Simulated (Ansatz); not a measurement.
# BaS (Fm-3m): the PBE gap against the wavefunction cutoff

How far can the wavefunction cutoff be lowered for the gap of BaS (Fm-3m)?

Method: DFT, PBE, plane waves, PAW; PAW set soft_1, in Ansatz 0.2.0.

**1. Set-up**

It takes space group Fm-3m (No. 225, cubic). Conventional cell: a = 6.388 Å, b = 6.388 Å, c = 6.388 Å, α = 90.00°, β = 90.00°, γ = 90.00°. Ba has 6 S at 3.19 Å nearest. S has 6 Ba at 3.19 Å nearest. Farther neighbours and most contacts between anions are not listed.

The cell and positions come from the Crystallography Open Database and are kept as given unless a step says otherwise. Spin-orbit coupling is left out unless a step names it.

**2. Wavefunction cutoff: 190 eV**

File input.yaml:

```yaml
crystal:
  lattice:
    - [0.0, 3.19375, 3.19375]
    - [3.19375, 0.0, 3.19375]
    - [3.19375, 3.19375, 0.0]
  atoms:
    - { symbol: Ba, position: [0.0, 0.0, 0.0] }
    - { symbol: S, position: [0.5, 0.5, 0.5] }
kpoints:
  mp_grid: { grid: [6, 6, 6] }
  band_path:
    path:
      - [0.0, 0.0, 0.0]
      - [0.5, 0.0, 0.5]
      - [0.625, 0.25, 0.625]
      - [0.375, 0.375, 0.75]
      - [0.5, 0.5, 0.5]
      - [0.5, 0.25, 0.75]
    npoints: 1
hamiltonian:
  xc: pbe
  pseudopotentials: { kind: paw, azcp: { folder: soft_1 } }
scf:
  occupations: { method: fermi_dirac, width: 0.02 }
  n_extra_bands: 4
  max_iter: 80
output:
  eigenvalues: true
basis:
  ecutwfc: 190.0
```

Run with:

```bash
> ansatz run input.yaml --threads 24 --pin off --max-ram 82944MiB --backend cuda --events-out ev --progress --plain --runs-dir out --devices 1 --max-vram 78GiB
```

Numbers of over 12 decimals in the logs are rounded to 6 here.

The log of the run:

```text
Warning: basis.ecutwfc = 190 eV is below the records' recommended 420 eV, and the density's cutoff is lower with it unless basis.ecutrho_ratio is high enough to keep the records' density cutoff: compare with a run at a higher cutoff
scf.n_extra_bands = 4 over 8 filled bands (N_el = 16.0): the run solves 12 bands
GPUs: using 1 of 1 available (devices: 1).
Engine: ansatz 0.2.0, aarch64-unknown-linux-gnu
Pseudopotentials: kind: paw
Pseudopotential: Ba, paw, valence charge 10, recommended cutoff 420 eV (normal), soft_1/Ba.paw.azcp
Pseudopotential: S, paw, valence charge 6, recommended cutoff 420 eV (normal), soft_1/S.paw.azcp
Functional definition: PBE
  parameter kappa = 0.804
  parameter beta = 0.066725
  exchange = pbe_x(kappa = kappa, mu = beta*pi^2/3)
  correlation = pbe_c(beta = beta)
device memory: the entry about to start is reckoned to put 0.6 GiB on a device that reports 163.4 GiB free (of which the cap on the GPU budget leaves the run 78.0 GiB)
GPU FFT provider: cuFFT
GPU libraries: cuBLAS 13.8.1, cuFFT 12.4.0, cuSOLVER 12.3.2
GPU matrix products: emulated (plane waves: as basis.precision tells), large ones in fixed point in workspaces of 1.00 GiB
Crystal: 2 atoms, lattice volume = 65.153 Å³
Basis set: ecut = 190 eV, 387 PW (Γ)
Bands: 12, of which v1, the nominal top of the filled ones, is band 8 counted from 1 (7 counted from 0)
Symmetry: 48 space group operations
Space group: Fm-3m (ITA 225), of the structure as read, at distance tolerance 4.0e-5 Å
k-points: 16 of 216
Non-local potential: Ba, projectors of the file, l = 0: 3, l = 1: 2, l = 2: 2, l = 3: 2
Non-local potential: S, projectors of the file, l = 0: 2, l = 1: 2, l = 2: 1
PAW form: soft (Blöchl's): semilocal exchange-correlation on the pseudo side does not see the compensation charge
PAW one-centre angular grid: Ba, 194 points (default); XC on 64 Gauss nodes
PAW one-centre angular grid: S, 110 points (default); XC on 64 Gauss nodes
Initial density: superposition of atomic densities (chi_scale 0.1, normalization cell, long waves kept (reshape's long-wave potential 0.00 eV rms))
Initial wavefunctions: pseudopotential atomic-orbital guess
GPU buffer pool allocated for 13824 grid points (all kernels)
GPU transforms: local potential and band sums: pruned to the plane-wave sphere, on 24×24×24
Functional: x = pbe(κ = 0.804, μ = 0.219515), c = pbe(β = 0.066725)
SCF iter   1: F=—  HF=-6854.096129 eV  |F-HF|=—  |Δ(HF+E_count)|=         —  Δρ=2.48e-2  dr2=4.83e-1  ethr=3.10e-3  ⟨swp⟩=7.0  Hψ=1446  notcnv=0
preconditioner: auto → none  [insulator: Δε(μ)=1.911 eV  Ē_g=11.974 eV  σ=0.020 eV  W_gap=1.00  n_scr=14 (ndim 8)  ℏωp=17.2 eV  f_vac=0.000  D(μ)=0.00/eV (n_scr^D=0)  ε∞_Penn≈3.1]
SCF iter   2: F=—  HF=-6854.034437 eV  |F-HF|=—  |Δ(HF+E_count)|=   6.17e-2  Δρ=1.13e-2  dr2=9.67e-2  ethr=3.02e-3  ⟨swp⟩=2.9  Hψ=503  notcnv=0
SCF iter   3: F=—  HF=-6854.051517 eV  |F-HF|=—  |Δ(HF+E_count)|=   1.71e-2  Δρ=5.74e-3  dr2=1.85e-2  ethr=6.04e-4  ⟨swp⟩=2.0  Hψ=304  notcnv=0
SCF iter   4: F=—  HF=-6854.056295 eV  |F-HF|=—  |Δ(HF+E_count)|=   4.78e-3  Δρ=8.48e-4  dr2=6.92e-4  ethr=1.16e-4  ⟨swp⟩=2.1  Hψ=305  notcnv=0
SCF iter   5: F=—  HF=-6854.056662 eV  |F-HF|=—  |Δ(HF+E_count)|=   3.67e-4  Δρ=1.13e-4  dr2=4.79e-6  ethr=4.33e-6  ⟨swp⟩=2.0  Hψ=300  notcnv=0
SCF iter   6: F=—  HF=-6854.056685 eV  |F-HF|=—  |Δ(HF+E_count)|=   2.36e-5  Δρ=1.34e-5  dr2=2.22e-7  ethr=2.99e-8  ⟨swp⟩=2.1  Hψ=305  notcnv=0
SCF iter   7: F=-6854.056685 eV  HF=-6854.056685 eV  |F-HF|=2.46e-11  |Δ(HF+E_count)|=   6.03e-8  Δρ=8.57e-7  dr2=4.01e-10  ethr=6.25e-10  ⟨swp⟩=3.1  Hψ=726  notcnv=0
SCF 1 converged in 7 iterations: F = -6854.056685 eV  dr2 = 4.01e-10
[...]
device memory: the entry about to start is reckoned to put 1.3 GiB on a device that reports 163.4 GiB free (of which the cap on the GPU budget leaves the run 78.0 GiB)
NSCF: frozen V_eff on 6 k-points
SCF converged after 7 iterations
Free energy (F): -6854.056685 eV
Harris-Foulkes:  -6854.056685 eV  (|F-HF|=2.46e-11)
Internal energy: -6854.056685 eV  (E = F + TS)
E sigma→0 (E₀):  -6854.056685 eV
Fermi energy:    6.955824 eV
--- Per-component energies (eV) ---
  E_band       = -49.735324
  E_kinetic    = 262.238256
  E_local      = -430.460088  (includes V_loc(G=0)·N_el)
  E_nonlocal   = 131.372298
  E_hartree    = 125.665063
  E_xc         = -287.400334
  E_vxc        = -211.193087  (∫ρ·V_xc dr)
  E_paw        = -5805.234414  (= ΣΔE_a)
  E_vpaw       = -53.022585  (= ΣTr[D̂ρ^β])
  E_aug_tail   = 0.000099  (compensation charges beyond the density's cutoff)
  E_ewald      = -850.237565
  E_smearing   = -0.000000  (= −TS)
  E_closure    = 0.000000  (closes the sum)
  Σ components = -6854.056685   (vs F -6854.056685, Δ=0.00e0)
--- Band table (eV; the first three rows and the last of 16) ---
  k-point 0: bands = [... 4 lower, -4.2842, 5.8126, 5.8126, 5.8126, 9.7113, 9.8855, 9.8855, 9.8855]
  k-point 1: bands = [... 4 lower, -3.8057, 5.2179, 5.5045, 5.5045, 9.8733, 10.2607, 10.2607, 10.6013]
  k-point 2: bands = [... 4 lower, -3.2904, 4.3495, 5.0227, 5.0227, 10.3349, 11.2977, 11.2977, 11.9913]
  k-point 15: bands = [... 4 lower, -3.7758, 4.9854, 5.3595, 5.4914, 9.1209, 11.3993, 12.2120, 13.0219]
```

Wall time 1.5 s (1 × NVIDIA GB200 (shared by 2 runs) with 24 threads of Arm Neoverse V2, shared host); peak memory 0.97 GiB.

In the SCF lines HF is the Harris–Foulkes energy and dr2 the Hartree energy of the density residual, in eV; the loop may stop once dr2 is under the threshold and the program's other checks hold. Hψ counts applications of the Hamiltonian.

Numbers from this step:

```
gap                  : 2.285 eV
valence top at       : Γ
conduction bottom at : X
least direct gap     : 2.390 eV
```

The gap is indirect, with the least direct gap 0.10 eV higher.

**3. Wavefunction cutoff: 290 eV**

Changes to input.yaml since step 2:

```diff
@@ -23,3 +23,3 @@
 scf:
-  occupations: { method: fermi_dirac, width: 0.02 }
+  occupations: { method: fixed }
   n_extra_bands: 4
@@ -29,2 +29,2 @@
 basis:
-  ecutwfc: 190.0
+  ecutwfc: 290.0
```

The log of the run:

```text
[...]
GPUs: using 1 of 1 available (devices: 1).
[...]
GPU FFT provider: cuFFT
GPU libraries: cuBLAS 13.8.1, cuFFT 12.4.0, cuSOLVER 12.3.2
[...]
Crystal: 2 atoms, lattice volume = 65.153 Å³
Basis set: ecut = 290 eV, 725 PW (Γ)
Bands: 12, of which v1, the nominal top of the filled ones, is band 8 counted from 1 (7 counted from 0)
Symmetry: 48 space group operations
[...]
E sigma→0 (E₀):  -6855.959135 eV
Fermi energy:    5.806446 eV
[...]
--- Band table (eV; the first three rows and the last of 16) ---
  k-point 0: bands = [... 4 lower, -4.4752, 5.8064, 5.8064, 5.8064, 9.5025, 9.7784, 9.7784, 9.7784]
  k-point 1: bands = [... 4 lower, -3.9872, 5.1879, 5.4917, 5.4917, 9.7788, 10.1656, 10.1656, 10.4602]
  k-point 2: bands = [... 4 lower, -3.4416, 4.3080, 4.9979, 4.9979, 10.2750, 11.2077, 11.2077, 11.9158]
  k-point 15: bands = [... 4 lower, -3.9545, 4.9626, 5.3491, 5.4782, 9.0610, 11.3174, 12.0787, 12.8424]
[key lines of the parts left out:]
SCF converged after 7 iterations
Free energy (F): -6855.959135 eV
```

The job ended after 1.3 s (1 × NVIDIA GB200 (shared by 2 runs) with 24 threads; peak memory 0.97 GiB).

This step gave:

- gap: 2.210 eV
- valence top at: Γ
- conduction bottom at: X
- least direct gap: 2.316 eV

The gap is 2.210 eV, −0.075 eV from the run before at this level.

**4. Wavefunction cutoff: 420 eV (the default)**

input.yaml, the sections that differ from step 3:

```yaml
kpoints:
  mp_grid: { grid: [6, 6, 6] }
  band_path:
    path:
      - [[0.0, 0.0, 0.0], [0.5, 0.0, 0.5], [0.625, 0.25, 0.625]]
      - [[0.375, 0.375, 0.75], [0.0, 0.0, 0.0], [0.5, 0.5, 0.5], [0.5, 0.25, 0.75], [0.5, 0.0, 0.5]]
    npoints: 10
scf:
  occupations: { method: fermi_dirac, width: 0.02 }
  n_extra_bands: 4
# crystal, hamiltonian, output: as in step 3
# basis: removed
```

The log of the run:

```text
[...]
GPUs: using 1 of 1 available (devices: 1).
[...]
GPU FFT provider: cuFFT
GPU libraries: cuBLAS 13.8.1, cuFFT 12.4.0, cuSOLVER 12.3.2
[...]
Crystal: 2 atoms, lattice volume = 65.153 Å³
Basis set: ecut = 420 eV, 1243 PW (Γ)
Bands: 12, of which v1, the nominal top of the filled ones, is band 8 counted from 1 (7 counted from 0)
Symmetry: 48 space group operations
[...]
E sigma→0 (E₀):  -6856.020714 eV
Fermi energy:    6.907050 eV
[...]
--- Band table (eV; the first three rows and the last of 16) ---
  k-point 0: bands = [... 4 lower, -4.4855, 5.8037, 5.8037, 5.8037, 9.4928, 9.7699, 9.7699, 9.7699]
  k-point 1: bands = [... 4 lower, -3.9967, 5.1848, 5.4888, 5.4888, 9.7694, 10.1560, 10.1560, 10.4521]
  k-point 2: bands = [... 4 lower, -3.4470, 4.3060, 4.9960, 4.9960, 10.2680, 11.2000, 11.2000, 11.9112]
  k-point 15: bands = [... 4 lower, -3.9616, 4.9604, 5.3483, 5.4769, 9.0546, 11.3088, 12.0657, 12.8279]
[key lines of the parts left out:]
SCF converged after 7 iterations
Free energy (F): -6856.020714 eV
```

Wall time 1.1 s (1 × NVIDIA GB200 (shared by 2 runs) with 24 threads); peak memory 1.1 GiB.

This step gave:

- gap: 2.206 eV
- valence top at: Γ
- conduction bottom at: X
- least direct gap: 2.311 eV

The gap is 2.206 eV, −0.004 eV from the run before at this level.

**5. Wavefunction cutoff: 630 eV**

input.yaml, the sections that differ from step 4:

```yaml
kpoints:
  mp_grid: { grid: [6, 6, 6] }
  band_path:
    path:
      - [0.0, 0.0, 0.0]
      - [0.5, 0.0, 0.5]
      - [0.625, 0.25, 0.625]
      - [0.375, 0.375, 0.75]
      - [0.5, 0.5, 0.5]
      - [0.5, 0.25, 0.75]
    npoints: 1
scf:
  occupations: { method: fixed }
  n_extra_bands: 4
  max_iter: 80
basis:
  ecutwfc: 630.0
# crystal, hamiltonian, output: as in step 4
```

The log of the run:

```text
[...]
GPUs: using 1 of 1 available (devices: 1).
[...]
GPU FFT provider: cuFFT
GPU libraries: cuBLAS 13.8.1, cuFFT 12.4.0, cuSOLVER 12.3.2
[...]
Crystal: 2 atoms, lattice volume = 65.153 Å³
Basis set: ecut = 630 eV, 2277 PW (Γ)
Bands: 12, of which v1, the nominal top of the filled ones, is band 8 counted from 1 (7 counted from 0)
Symmetry: 48 space group operations
[...]
E sigma→0 (E₀):  -6856.022028 eV
Fermi energy:    5.803004 eV
[...]
--- Band table (eV; the first three rows and the last of 16) ---
  k-point 0: bands = [... 4 lower, -4.4858, 5.8030, 5.8030, 5.8030, 9.4926, 9.7698, 9.7698, 9.7698]
  k-point 1: bands = [... 4 lower, -3.9969, 5.1843, 5.4884, 5.4884, 9.7690, 10.1558, 10.1558, 10.4518]
  k-point 2: bands = [... 4 lower, -3.4472, 4.3058, 4.9958, 4.9958, 10.2672, 11.1995, 11.1995, 11.9109]
  k-point 15: bands = [... 4 lower, -3.9618, 4.9602, 5.3481, 5.4766, 9.0542, 11.3080, 12.0655, 12.8275]
[key lines of the parts left out:]
SCF converged after 7 iterations
Free energy (F): -6856.022028 eV
```

Elapsed: 1.3 s, on 1 × NVIDIA GB200 (shared by 2 runs) with 24 threads; peak memory 1 GiB; 1.7 s of CPU time.

This step gave:

| Quantity | Value |
| --- | --- |
| gap | 2.206 eV |
| valence top at | Γ |
| conduction bottom at | X |
| least direct gap | 2.311 eV |

The gap is 2.206 eV, +0.001 eV from the run before at this level.

**6. The series**

Differences are against the last row; a negative gap means that bands overlap, and a run with a band path holds that path's time. Times are wall times on 1 × NVIDIA GB200 (shared by 2 runs) with 24 threads of Arm Neoverse V2, shared host, good to a factor of about two.

| wavefunction cutoff | gap (eV) | direct gap (eV) | gap error (eV) | energy error (meV/atom) | irreducible k | time |
| --- | --- | --- | --- | --- | --- | --- |
| 190 eV | 2.285 | 2.390 | +0.079 | +982.7 | 16 | 1.5 s |
| 290 eV | 2.210 | 2.316 | +0.004 | +31.4 | 16 | 1.3 s |
| 420 eV | 2.206 | 2.311 | −0.001 | +0.7 | 16 | 1.1 s |
| 630 eV | 2.206 | 2.311 | +0.000 | +0.0 | 16 | 1.3 s |

**7. Results**

```json
{
 "190 eV": "2.285 eV",
 "290 eV": "2.210 eV",
 "420 eV": "2.206 eV",
 "630 eV": "2.206 eV"
}
```

The gap holds to 0.02 eV from 290 eV on. At 190 eV the gap is off by +0.079 eV and the energy by +983 meV/atom.

[Paths, hosts, dates, memory and timing lines, banners, echoed tables and standing remarks are left out of the program output.]

[Logs are printed without paths, hosts, clocks, repeated set-up lines and the standing remarks that a program may print on its own settings, such as how far it seeks lower states.]

[Runs of the session that timed out or met a known fault of the program may be left out.]

[Cells called generated may have been cut or substituted from an entry of the Crystallography Open Database or the Materials Project.]

[Hosts, paths, dates, database ids (printed as entryN), source tags and the programs' standing remarks are cut or masked in the printed files.]
